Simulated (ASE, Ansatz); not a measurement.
# Localised basis functions on 1/2<110> screw dislocation dipole in ZrC (120 atoms), part 3 of 3

Wanted: errors and times of a linear-scaling basis for 1/2<110> screw dislocation dipole in ZrC (120 atoms). A setting counts as converged where the r.m.s. difference of forces stays under 1 % of the r.m.s. force.

Ansatz 0.2.0; Kohn-Sham DFT, PBE, PAW (set soft_2), plane waves.

The cell: 60 Zr and 60 C. The cell is under 6 Å thick along one periodic direction. The host structure and its lattice constant were typed by rule, without a check against the phase diagram.

So far. Step 11 (Support functions medium, radius 4.92 Å): Forces differ from the reference by 0.44 meV/Å r.m.s., 0.062 % of their size, well within a tolerance of 1 %; the energy by -1.7 meV/atom. Step 12 (Another setting: hamiltonian.xc = "revpbe"): Forces differ from the reference by 4.0 meV/Å r.m.s., 0.56 % of their size; the pressure by +2.4 GPa.

## (14) What the reference run shows

With the settings judged, the reference run is read for its physics.

Neighbours are counted within 2.88 Å (C-Zr), cutoffs set anew for this text.

Length of the force by element and coordination:

| element | coordination | atoms | mean length of the force (eV/Å) | spread | least | most |
| --- | --- | --- | --- | --- | --- | --- |
| C | all | 60 | 0.649 | 0.698 | 0.127 | 4.37 |
| C | 5 | 2 | 3.74 | 0.632 | 3.10 | 4.37 |
| C | 6 | 58 | 0.543 | 0.388 | 0.127 | 2.40 |
| Zr | all | 60 | 0.960 | 1.10 | 0.147 | 5.29 |
| Zr | 5 | 2 | 5.26 | 0.0283 | 5.23 | 5.29 |
| Zr | 6 | 58 | 0.812 | 0.767 | 0.147 | 4.30 |

Löwdin charges by element and coordination (they lack the spilled electrons, 0.022 e an atom on average):

| element | coordination | atoms | mean charge (e) | spread | least | most |
| --- | --- | --- | --- | --- | --- | --- |
| C | all | 60 | -0.715 | 0.0182 | -0.728 | -0.642 |
| C | 5 | 2 | -0.642 | - | -0.642 | -0.642 |
| C | 6 | 58 | -0.717 | 0.0124 | -0.728 | -0.659 |
| Zr | all | 60 | 0.758 | 0.0177 | 0.682 | 0.775 |
| Zr | 5 | 2 | 0.684 | - | 0.682 | 0.686 |
| Zr | 6 | 58 | 0.760 | 0.0115 | 0.717 | 0.775 |

Density of states as counts of states in windows of 1 eV (from the Fermi level), total and some projections:

| from (eV) | to (eV) | total | Zr d | C p | C s | Zr s |
| --- | --- | --- | --- | --- | --- | --- |
| -14 | -12 | 0.0 | 0.0 | 0.0 | 0.0 | 0.0 |
| -12 | -11 | 1.1 | 0.0 | 0.0 | 0.4 | 0.6 |
| -11 | -10 | 16.4 | 1.9 | 0.2 | 7.9 | 5.9 |
| -10 | -9 | 71.4 | 18.5 | 0.7 | 42.2 | 7.5 |
| -9 | -8 | 31.1 | 5.3 | 0.3 | 22.3 | 1.6 |
| -8 | -6 | 0.0 | 0.0 | 0.0 | 0.0 | 0.0 |
| -6 | -5 | 1.0 | 0.4 | 0.4 | 0.0 | 0.1 |
| -5 | -4 | 31.9 | 12.0 | 15.0 | 0.7 | 3.7 |
| -4 | -3 | 63.6 | 22.2 | 33.7 | 1.1 | 5.2 |
| -3 | -2 | 148.1 | 61.0 | 79.2 | 1.8 | 1.7 |
| -2 | -1 | 84.3 | 36.5 | 44.0 | 0.8 | 0.4 |
| -1 | 0 | 30.7 | 11.5 | 18.0 | 0.3 | 0.1 |
| 0 | 1 | 21.8 | 10.7 | 10.1 | 0.2 | 0.1 |
| 1 | 2 | 39.5 | 26.4 | 11.0 | 0.7 | 0.4 |
| 2 | 3 | 49.7 | 37.6 | 9.4 | 0.8 | 0.7 |

Between -26 and -14 eV lie 150 more states.

The stored curve holds about 630 of the 960 electrons; the rest, give or take the few that broadening carries across the Fermi level, lie in deeper levels below its range.

Not all projections were asked for or kept, so they needn't add up to the total.

The levels nearest the highest filled one (over half full), pooled over k-points and spins:

| level less the highest filled one (eV) | occupation |
| --- | --- |
| -0.0927 | 1.78 |
| -0.0669 | 1.66 |
| -0.0549 | 1.59 |
| -0.0192 | 1.31 |
| -5.0e-4 | 1.13 |
| 0 | 1.12 |
| 0.111 | 0.246 |
| 0.111 | 0.246 |
| 0.116 | 0.222 |
| 0.143 | 0.137 |
| 0.214 | 0.035 |
| 0.222 | 0.03 |

Mean Löwdin charges: C -0.71, Zr +0.76 e. Within 0.4 eV of the Fermi level the largest share is C p (59 % of the projected weight).

## (15) Distances and neighbours

These statistics describe the geometry on which the runs were made.

Density 6.61 g/cm³, 12.96 Å³ an atom.

g(r), total and by pair (bins of 0.1 Å):

| r (Å) | total | C-C | C-Zr | Zr-Zr |
| --- | --- | --- | --- | --- |
| 1.85 | 0.00 | 0.00 | 0.00 | 0.00 |
| 1.95 | 0.18 | 0.00 | 0.36 | 0.00 |
| 2.05 | 0.04 | 0.00 | 0.08 | 0.00 |
| 2.15 | 0.99 | 0.00 | 1.98 | 0.00 |
| 2.25 | 2.21 | 0.00 | 4.41 | 0.00 |
| 2.35 | 4.82 | 0.00 | 9.65 | 0.00 |
| 2.45 | 2.07 | 0.00 | 4.14 | 0.00 |
| 2.55 | 0.85 | 0.00 | 1.71 | 0.00 |
| 2.65 | 0.00 | 0.00 | 0.00 | 0.00 |
| 2.75 | 0.04 | 0.00 | 0.09 | 0.00 |
| 2.85 | 0.08 | 0.17 | 0.00 | 0.17 |
| 2.95 | 0.08 | 0.15 | 0.04 | 0.08 |
| 3.05 | 0.17 | 0.15 | 0.04 | 0.44 |
| 3.15 | 0.90 | 2.00 | 0.00 | 1.58 |
| 3.25 | 2.42 | 4.54 | 0.03 | 5.06 |
| 3.35 | 5.82 | 11.80 | 0.09 | 11.30 |
| 3.45 | 1.35 | 2.55 | 0.00 | 2.85 |
| 3.55 | 0.25 | 0.49 | 0.00 | 0.49 |
| 3.65 | 0.15 | 0.31 | 0.05 | 0.21 |
| 3.75 | 0.09 | 0.10 | 0.05 | 0.15 |
| 3.85 | 0.14 | 0.00 | 0.28 | 0.00 |
| 3.95 | 0.37 | 0.00 | 0.73 | 0.04 |
| 4.05 | 2.80 | 0.08 | 5.54 | 0.04 |
| 4.15 | 1.30 | 0.08 | 2.51 | 0.08 |
| 4.25 | 0.25 | 0.11 | 0.42 | 0.04 |
| 4.35 | 0.18 | 0.25 | 0.11 | 0.26 |
| 4.45 | 0.48 | 0.83 | 0.16 | 0.77 |
| 4.55 | 0.36 | 0.53 | 0.08 | 0.73 |
| 4.65 | 0.52 | 1.05 | 0.00 | 1.04 |
| 4.75 | 0.67 | 1.32 | 0.08 | 1.22 |
| 4.85 | 0.50 | 0.56 | 0.38 | 0.67 |
| 4.95 | 0.64 | 0.51 | 0.77 | 0.53 |
| 5.05 | 1.44 | 0.38 | 2.58 | 0.22 |
| 5.15 | 1.93 | 0.18 | 3.68 | 0.18 |
| 5.25 | 1.77 | 0.00 | 3.49 | 0.10 |
| 5.35 | 1.63 | 0.26 | 3.04 | 0.17 |
| 5.45 | 1.25 | 0.37 | 2.16 | 0.32 |
| 5.55 | 1.23 | 1.49 | 0.87 | 1.67 |
| 5.65 | 1.72 | 3.12 | 0.38 | 3.02 |
| 5.75 | 2.14 | 4.05 | 0.19 | 4.13 |
| 5.85 | 1.43 | 2.78 | 0.09 | 2.75 |
| 5.95 | 0.86 | 1.67 | 0.03 | 1.71 |
| 6.05 | 0.28 | 0.49 | 0.07 | 0.49 |
| 6.15 | 0.21 | 0.33 | 0.11 | 0.29 |

Bonds by pair of elements; cutoffs follow the first minimum of g(r), held within bounds set by covalent radii, and pairs that aren't listed don't count as bonded (cutoffs were set anew for this text, so counts can differ from the run's own analysis):

| pair A-B | cutoff (Å) | bonds | mean length (Å) | spread (Å) | shortest (Å) | B about A | A about B |
| --- | --- | --- | --- | --- | --- | --- | --- |
| C-Zr | 2.88 | 358 | 2.35 | 0.113 | 1.91 | 5.97 | 5.97 |

How many atoms have how many bonded neighbours:

| element | mean | 5 | 6 |
| --- | --- | --- | --- |
| C | 5.97 | 2 | 58 |
| Zr | 5.97 | 2 | 58 |

By these cutoffs 97 % of C atoms have 6 and 97 % of Zr atoms have 6 bonded neighbours.

A closer look about C24, which has 5 bonded neighbours where the commonest count for C is 6: 10 atoms, nearest first, numbered in the order of the input, with positions taken from that point.

| atom | x | y | z | distance (Å) | bonds | Löwdin charge (e) | Fx | Fy | Fz (eV/Å) |
| --- | --- | --- | --- | --- | --- | --- | --- | --- | --- |
| C24 | 0.00 | 0.00 | 0.00 | 0.00 | 5 | -0.64 | 0.27 | -3.05 | -0.52 |
| Zr25 | 0.03 | 1.71 | 0.87 | 1.92 | 5 | 0.69 | 1.64 | 4.99 | 0.65 |
| Zr23 | 0.05 | -1.60 | -1.34 | 2.09 | 6 | 0.73 | -0.18 | -2.41 | -1.27 |
| Zr15 | 2.36 | 0.06 | -0.24 | 2.37 | 6 | 0.76 | 1.15 | -0.84 | -0.26 |
| Zr35 | -2.31 | 0.04 | 0.97 | 2.51 | 6 | 0.72 | -1.85 | -3.25 | 0.53 |
| Zr23 | 0.05 | -1.60 | 1.98 | 2.55 | 6 | 0.73 | -0.18 | -2.41 | -1.27 |
| C36 | -2.32 | 1.70 | -0.13 | 2.88 | 6 | -0.66 | -0.29 | 1.89 | -0.52 |
| Zr25 | 0.03 | 1.71 | -2.45 | 2.98 | 5 | 0.69 | 1.64 | 4.99 | 0.65 |
| C34 | -2.31 | -1.64 | -0.94 | 2.98 | 6 | -0.71 | -0.19 | 0.04 | 0.40 |
| C16 | 2.36 | 1.69 | 1.16 | 3.13 | 6 | -0.70 | -0.13 | -0.12 | -0.34 |

The column of bonds counts only the pairs C-Zr within 2.88 Å; other neighbours, such as metal atoms beside each other in a compound, aren't counted, and periodic images can show an atom twice.

## (16) What came out

- free energy per atom: -2218.0801 eV/atom
- density: 6.613 g/cm³
- pressure: 6.318 GPa
- r.m.s. force component: 0.7114 eV/Å
- wall time of the 8 DFT runs: 50 s

**Reading.** Against plane waves at 420 eV, the forces differ by 0.54 meV/Å (0.076 %) with support functions medium, and by 0.39 meV/Å in the closest run (support functions high). At 120 atoms the fastest of the runs at a preset level, support functions low, takes roughly 1.6 times the time of plane waves (whose run also made extra analyses, so the like-for-like ratio is larger), in 9 SCF cycles against 11. Differences between support functions and plane waves include what basis error the plane-wave run still has. As the radius goes from 3.64 to 4.92 Å, the force difference goes from 0.54 to 0.44 meV/Å, and the time from 5.8 s to 8.1 s.

13 levels are partly filled, by over 2 % (on the run's k-points): no clear gap opens at this level. Levels of broken or missing bonds inside a gap of the host would look the same. With the cutoffs above, 97 % of C atoms have 6 and 97 % of Zr atoms have 6 bonded neighbours.

**Limits.** The geometry was built by rule, was displaced at random and isn't relaxed at this level: its force components are 0.71 eV/Å r.m.s. The stress is far from hydrostatic: its diagonal is 3.5, 11.1, 4.4 GPa, compression counted positive. The pressure of 6.3 GPa belongs to a cell and atoms that aren't relaxed at this level.

[Hosts, paths, dates, database ids (printed as entryN), source tags and the programs' standing remarks are cut or masked in the printed files.]
